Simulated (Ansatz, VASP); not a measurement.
Two plane-wave programs on Cu

```
CELL_PARAMETERS angstrom
-1.44279 1.44279 1.37608
1.44279 -1.44279 1.37608
1.44279 1.44279 -1.37608
ATOMIC_POSITIONS crystal
Cu 0.00000 0.00000 0.00000
```

This isn't the form of Cu at room conditions, which is fcc.

Alike in both runs: task single point; functional PBE; k mesh 8 × 8 × 8; occupations gaussian, width 0.1 eV; no spin polarisation.

|  | VASP | Ansatz |
| --- | --- | --- |
| version | VASP 6.6.1 | Ansatz 0.2.0 |
| potentials or method | VASP PAW PBE potentials, release 64 (Cu) | scalar-relativistic, plane waves, PAW |
| plane-wave cutoff (eV) | 520 | 420 |
| valence electrons in the cell | 11 | 19 |

VASP gave:

| Property | Result |
| --- | --- |
| gap on the k mesh at the Fermi level (eV) | none |
| pressure (GPa) | 8.1 |
| largest component of the traceless stress (GPa) | 0.30 |

Question: What did Ansatz give for the same quantities?

Answer: gap on the k mesh at the Fermi level (eV): none; pressure (GPa): 7.5; largest component of the traceless stress (GPa): 0.34.

A gap of «none» marks a metal or a gap that the smearing closes. The two sets of potentials don't hold the same shells in valence.

Caveats: the k mesh is coarse (spacing up to 0.39 Å⁻¹), so the values aren't converged.
